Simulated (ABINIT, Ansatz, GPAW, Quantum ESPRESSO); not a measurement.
## The equilibrium volume of TaN, sorted by core time

Space group Fm-3m (No. 225). a = 4.423 Å, b = 4.423 Å, c = 4.423 Å, α = 90.00°, β = 90.00°, γ = 90.00°
```
atom  site  symmetry       x       y       z
  Ta    4b      m-3m  0.5000  0.0000  0.0000
   N    4a      m-3m  0.0000  0.0000  0.0000
```

The cell comes from a database or a generator and needn't be the stable form of this composition.

| rung | level | program and potentials | cutoff (eV) | k mesh | smearing | task | core time | chip | equilibrium volume (Å³/atom) | notes |
| --- | --- | --- | --- | --- | --- | --- | --- | --- | --- | --- |
| GGA | PBE | Ansatz, Ansatz PAW (earlier soft set) | 420 | 10 × 10 × 10 | fermi-dirac 0.05 | equation of state | 7.2 s | Intel Xeon | 10.76 | - |
| GGA + dispersion | BLYP+D4 | Ansatz, all-electron LAPW, scalar-relativistic | - | 10 × 10 × 10 | fermi-dirac 0.05 | relaxation of cell and atoms | 32 s | Arm Neoverse V1 | 10.82 | - |
| GGA | PBEsol | ABINIT, PseudoDojo NC SR PBEsol v0.4.1 standard | 1143 | 8 × 8 × 8 | fermi-dirac 0.05 | relaxation of cell and atoms | 83 s | Arm Neoverse V2 | 10.46 | - |
| GGA | PBEsol | Ansatz, all-electron LAPW, scalar-relativistic | - | 10 × 10 × 10 | fermi-dirac 0.05 | equation of state | 96 s | Arm Neoverse V1 | 10.47 | - |
| non-local van der Waals functional | optPBE-vdW | GPAW, GPAW PAW data sets (gpaw-data 1.2.1) | 800 | 8 × 8 × 8 | fermi-dirac 0.05 | equation of state | 99 s | Arm Neoverse V1 | 10.98 | potentials made for PBE |
| GGA | PBEsol | Quantum ESPRESSO, PseudoDojo 0.4.1 SR PBEsol standard | 1143 | 10 × 10 × 10 | fermi-dirac 0.05 | equation of state | 1.7 min | INTEL XEON PLATINUM 8581C Emerald Rapids | 10.45 | - |

Times are single runs on shared hosts and different chips, so they are rough; meshes, cutoffs and the tasks' sizes weigh on the time. All rows: no spin polarisation. Smearing widths are in eV. For a metal such meshes aren't converged. Meshes differ between rows, which moves values too. Meshes are those of the run's cell of 2 atoms unless a note names another. Relaxations start from the cell shown or near it and stop with a little pressure left. Runs on faulty files, with rough fits or with known faults for this quantity aren't shown. No row holds spin-orbit coupling.

By rung: GGA 10.45 to 10.76; GGA + dispersion 10.82; non-local van der Waals functional 10.98 (Å³/atom).

The equilibrium volume of rocksalt TaN depends mainly on the functional. The three PBEsol rows lie between 10.45 and 10.47 Å³/atom, although they mix pseudopotential and all-electron treatments, while PBE gives 10.76, BLYP+D4 10.82 and optPBE-vdW 10.98. The compound is held together by covalent Ta 5d–N 2p bonds with a metallic contribution from the remaining d electrons. PBEsol weakens the gradient enhancement of exchange relative to PBE, which favours the denser solid and shortens these bonds. The largest volume, from optPBE-vdW, probably reflects exchange that is too repulsive at bonding distances, which the attraction from non-local correlation doesn't fully offset. For BLYP+D4, the expansion due to the functional and the contraction expected from dispersion can't be separated without a plain BLYP result. The close PBEsol agreement supports the consistency of those calculations, not the accuracy of the functional. Measured volumes wouldn't settle the ranking directly, since real rocksalt tantalum nitride often contains vacancies that alter its lattice parameter.
